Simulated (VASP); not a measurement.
# MgS (strained rocksalt): a r²SCAN single-point calculation in VASP

INCAR

```
ENCUT = 520
NSW = 0
LREAL = .FALSE.
NBANDS = 11
EDIFF = 1E-7
NELM = 120
LCHARG = .FALSE.
ISMEAR = 0
METAGGA = R2SCAN
SIGMA = 0.01
LASPH = .TRUE.
PREC = Accurate
LWAVE = .FALSE.
IBRION = -1
ISIF = 2
ALGO = Normal
```

KPOINTS

```
KPOINTS created by Atomic Simulation Environment
0
Gamma
8 8 8
0 0 0
```

KPOINTS_OPT

```
special points
7
Reciprocal
0.0000000000 0.0000000000 0.0000000000 1
0.5000000000 0.0000000000 0.5000000000 1
0.6250000000 0.2500000000 0.6250000000 1
0.3750000000 0.3750000000 0.7500000000 1
0.5000000000 0.5000000000 0.5000000000 1
0.5000000000 0.2500000000 0.7500000000 1
0.0000000000 0.5000000000 0.5000000000 1
```

POSCAR

```
Mg S
 1.0000000000000000
    -0.0130075897000000    2.6015179370000001    2.6015179370000001
     2.6015179370000001   -0.0130075897000000    2.6015179370000001
     2.6015179370000001    2.6015179370000001   -0.0130075897000000
 Mg  S
   1   1
Cartesian
  0.0000000000000000  0.0000000000000000  0.0000000000000000
  2.5950141421500001  2.5950141421500001  2.5950141421500001
```

VASP ran with the recommended PBE PAW datasets (8 valence electrons in the cell).

Command

```
mpirun -np 1 vasp_std
```

OSZICAR

```
N       E                     dE             d eps       ncg     rms          rms(c)
DAV:   1     0.143376752693E+02    0.14338E+02   -0.37048E+03  1494   0.614E+02
DAV:   2    -0.156372646807E+02   -0.29975E+02   -0.28324E+02  1804   0.102E+02
DAV:   3    -0.171003764904E+02   -0.14631E+01   -0.14604E+01  1772   0.241E+01
DAV:   4    -0.171103350483E+02   -0.99586E-02   -0.99576E-02  1656   0.235E+00
DAV:   5    -0.171104270941E+02   -0.92046E-04   -0.92045E-04  1817   0.226E-01    0.460E+00
DAV:   6    -0.155191788927E+02    0.15912E+01   -0.98378E-01  1547   0.545E+00    0.460E+00
DAV:   7    -0.155058446064E+02    0.13334E-01   -0.20011E-01  1737   0.219E+00    0.255E+00
DAV:   8    -0.155087907420E+02   -0.29461E-02   -0.82540E-03  1626   0.671E-01    0.270E-01
DAV:   9    -0.155088118599E+02   -0.21118E-04   -0.75427E-04  1715   0.156E-01    0.147E-01
DAV:  10    -0.155088297971E+02   -0.17937E-04   -0.62196E-05  1668   0.585E-02    0.143E-02
DAV:  11    -0.155088306025E+02   -0.80532E-06   -0.24480E-06  1666   0.117E-02    0.748E-03
DAV:  12    -0.155088296726E+02    0.92990E-06   -0.97943E-08  1532   0.205E-03    0.539E-03
DAV:  13    -0.155088294460E+02    0.22654E-06   -0.23587E-08   961   0.901E-04    0.329E-04
DAV:  14    -0.155088294670E+02   -0.20929E-07   -0.13642E-09   940   0.281E-04
   1 F= -.15508829E+02 E0= -.15508829E+02  d E =-.724402E-44
       N       E                     dE             ncg
DAV:   1     0.624977519257E+03   -0.17713E+04      154
DAV:   2     0.409262543492E+03   -0.21571E+03      213
DAV:   3     0.401110587912E+03   -0.81520E+01      200
DAV:   4     0.401071985913E+03   -0.38602E-01      197
DAV:   5     0.401071700384E+03   -0.28553E-03      189
DAV:   6     0.401071696297E+03   -0.40877E-05      208
DAV:   7     0.401071696224E+03   -0.72579E-07      203
```

From OUTCAR

```
k-points           NKPTS =     65   k-points in BZ     NKDIM =     65   number of bands    NBANDS=     11

   NELECT =       8.0000    total number of electrons

   dimension x,y,z NGX =    28 NGY =   28 NGZ =   28
   dimension x,y,z NGXF=    56 NGYF=   56 NGZF=   56

  energy-cutoff  :      520.00
  volume of cell :       35.48
      direct lattice vectors                 reciprocal lattice vectors
    -0.013007590  2.601517937  2.601517937    -0.190759991  0.191718584  0.191718584
     2.601517937 -0.013007590  2.601517937     0.191718584 -0.190759991  0.191718584
     2.601517937  2.601517937 -0.013007590     0.191718584  0.191718584 -0.190759991

 k-points in reciprocal lattice and weights: KPOINTS created by Atomic Simulation Env
   0.00000000  0.00000000  0.00000000       0.002
   0.12500000 -0.00000000 -0.00000000       0.012
   0.25000000 -0.00000000 -0.00000000       0.012
   0.37500000  0.00000000 -0.00000000       0.012
   0.50000000 -0.00000000 -0.00000000       0.006
   0.12500000  0.12500000  0.00000000       0.012
   0.25000000  0.12500000 -0.00000000       0.023
   0.37500000  0.12500000  0.00000000       0.023
   ...

 E-fermi :   3.5697

 k-point     1 :       0.0000    0.0000    0.0000
  band No.  band energies     occupation
      1      -9.7121      2.00000
      2       3.4050      2.00000
      3       3.4050      2.00000
      4       3.4748      2.00000
      5       7.9801      0.00000
      6      11.9215      0.00000
      7      11.9215      0.00000
      8      12.0513      0.00000
      9      14.3614      0.00000
     10      14.3614      0.00000
     11      16.9475      0.00000

 k-point     2 :       0.1250   -0.0000   -0.0000
  band No.  band energies     occupation
      1      -9.5595      2.00000
      2       2.4054      2.00000
      3       3.3037      2.00000
      4       3.3622      2.00000
      5       8.7443      0.00000
      6      11.6639      0.00000
      7      12.1839      0.00000
      8      12.2889      0.00000
      9      13.7569      0.00000
     10      13.7935      0.00000
     11      17.1676      0.00000

 k-point     3 :       0.2500   -0.0000   -0.0000
  band No.  band energies     occupation
      1      -9.1481      2.00000
      2       0.6364      2.00000
      3       3.0816      2.00000
      4       3.1315      2.00000
      5       9.1198      0.00000
      6      11.8343      0.00000
      7      11.8942      0.00000
      8      12.4882      0.00000
      9      14.3327      0.00000
     10      14.4480      0.00000
     11      16.3569      0.00000

 k-point     4 :       0.3750    0.0000   -0.0000
  band No.  band energies     occupation
      1      -8.6501      2.00000
      2      -0.8305      2.00000
      3       2.8845      2.00000
      4       2.9272      2.00000
      5       8.8011      0.00000
      6      11.1614      0.00000
      7      11.2239      0.00000
      8      14.1475      0.00000
      9      16.0165      0.00000
     10      16.3368      0.00000
     11      16.4806      0.00000

 k-point     5 :       0.5000   -0.0000   -0.0000
  band No.  band energies     occupation
      1      -8.4052      2.00000
      2      -1.4167      2.00000
      3       2.8089      2.00000
      4       2.8487      2.00000
      5       8.6508      0.00000
      6      10.9100      0.00000
      7      10.9755      0.00000
      8      14.5824      0.00000
      9      16.6079      0.00000
     10      18.4075      0.00000
     11      18.5434      0.00000

 k-point     6 :       0.1250    0.1250    0.0000
  band No.  band energies     occupation
      1      -9.5084      2.00000
      2       2.4688      2.00000
      3       3.0758      2.00000
      4       3.1278      2.00000
      5       9.0736      0.00000
      6      11.0199      0.00000
      7      12.6058      0.00000
      8      12.6278      0.00000
      9      12.7057      0.00000
     10      14.6311      0.00000
     11      18.2019      0.00000

 k-point     7 :       0.2500    0.1250   -0.0000
  band No.  band energies     occupation
      1      -9.1834      2.00000
      2       1.1358      2.00000
      3       2.8283      2.00000
      4       2.8684      2.00000
      5       9.6771      0.00000
      6      10.8529      0.00000
      7      11.5006      0.00000
      8      12.8790      0.00000
      9      13.9105      0.00000
     10      15.1429      0.00000
     11      17.7855      0.00000

 k-point     8 :       0.3750    0.1250    0.0000
  band No.  band energies     occupation
      1      -8.7072      2.00000
      2      -0.3278      2.00000
      3       2.5110      2.00000
      4       2.6493      2.00000
      5       9.3987      0.00000
      6      10.6798      0.00000
      7      12.1352      0.00000
      8      12.4311      0.00000
      9      15.6924      0.00000
     10      16.9943      0.00000
     11      17.3910      0.00000

 k-point     9 :       0.5000    0.1250    0.0000
  band No.  band energies     occupation
      1      -8.3580      2.00000
      2      -1.1769      2.00000
      3       2.1942      2.00000
      4       2.6427      2.00000
      5       9.2711      0.00000
      6      10.3734      0.00000
      7      11.5460      0.00000
      8      14.2870      0.00000
      9      16.3634      0.00000
     10      18.2996      0.00000
     11      18.5311      0.00000

 k-point    10 :      -0.3750    0.1250   -0.0000
  band No.  band energies     occupation
      1      -8.4410      2.00000
      2      -0.9850      2.00000
      3       2.0680      2.00000
      4       2.8201      2.00000
      5       9.4545      0.00000
      6      10.5536      0.00000
      7      11.3922      0.00000
      8      14.1661      0.00000
      9      16.1732      0.00000
     10      16.8842      0.00000
     11      19.1630      0.00000

 k-point    11 :      -0.2500    0.1250   -0.0000
  band No.  band energies     occupation
      1      -8.8744      2.00000
      2       0.1232      2.00000
      3       2.2174      2.00000
      4       3.1022      2.00000
      5       9.8191      0.00000
      6      11.2322      0.00000
      7      11.7368      0.00000
      8      12.3232      0.00000
      9      14.0285      0.00000
     10      16.9337      0.00000
     11      17.4635      0.00000

 k-point    12 :      -0.1250    0.1250    0.0000
  band No.  band energies     occupation
      1      -9.3211      2.00000
      2       1.5150      2.00000
      3       2.7093      2.00000
      4       3.3346      2.00000
      5       9.6060      0.00000
      6      11.2558      0.00000
      7      12.2044      0.00000
      8      12.5666      0.00000
      9      12.6814      0.00000
     10      14.8802      0.00000
     11      18.1409      0.00000

 k-point    13 :       0.2500    0.2500    0.0000
  band No.  band energies     occupation
      1      -8.9666      2.00000
      2       0.9065      2.00000
      3       2.4170      2.00000
      4       2.4756      2.00000
      5       9.1093      0.00000
      6       9.6370      0.00000
      7      12.4595      0.00000
      8      14.3097      0.00000
      9      14.3608      0.00000
     10      15.3831      0.00000
     11      19.8439      0.00000

 k-point    14 :       0.3750    0.2500    0.0000
  band No.  band energies     occupation
      1      -8.5814      2.00000
      2       0.0280      2.00000
      3       1.9268      2.00000
      4       2.2414      2.00000
      5       8.5734      0.00000
      6       9.6731      0.00000
      7      12.8348      0.00000
      8      13.9593      0.00000
      9      15.9912      0.00000
     10      17.1692      0.00000
     11      20.0281      0.00000

 k-point    15 :       0.5000    0.2500   -0.0000
  band No.  band energies     occupation
      1      -8.2322      2.00000
      2      -0.6303      2.00000
      3       1.2139      2.00000
      4       2.2303      2.00000
      5       8.4950      0.00000
      6      10.7702      0.00000
      7      12.9764      0.00000
      8      13.1038      0.00000
      9      17.1271      0.00000
     10      18.7122      0.00000
     11      20.0794      0.00000

 k-point    16 :      -0.3750    0.2500    0.0000
  band No.  band energies     occupation
      1      -8.1830      2.00000
      2      -0.6578      2.00000
      3       0.7701      2.00000
      4       2.4461      2.00000
      5       8.9146      0.00000
      6      11.5380      0.00000
      7      12.4651      0.00000
      8      13.4385      0.00000
      9      16.4656      0.00000
     10      16.6135      0.00000
     11      19.6475      0.00000

 ...

  Total       -0.2321558     -0.2321558     -0.2321558      0.0657677      0.0657677      0.0657677
  in kB      -10.4841852    -10.4841852    -10.4841852      2.9700760      2.9700760      2.9700760
  external PRESSURE =     -10.4841852 kB  Pullay stress =       0.0000000 kB

 POSITION                                       TOTAL-FORCE (eV/Angst)
 -----------------------------------------------------------------------------------
      0.00000      0.00000      0.00000         0.000000      0.000000     -0.000000
      2.59501      2.59501      2.59501        -0.000000     -0.000000      0.000000
 -----------------------------------------------------------------------------------
    total drift:                                0.000000      0.000000      0.000000

  FREE ENERGIE OF THE ION-ELECTRON SYSTEM (eV)
  ---------------------------------------------------
  free  energy   TOTEN  =       -15.5088294670 eV

  energy  without entropy=      -15.5088294670  energy(sigma->0) =      -15.50882947
```

* gap between bands v and c: 3.37 eV
* least direct gap: 4.51 eV
* pressure: -1.0 GPa

Band v is the last that the valence electrons fill when counted band by band, and c is the next.

The run took about 78 s on one core of a shared host (Intel Xeon Platinum 8488C) and held 0.19 GiB at most.
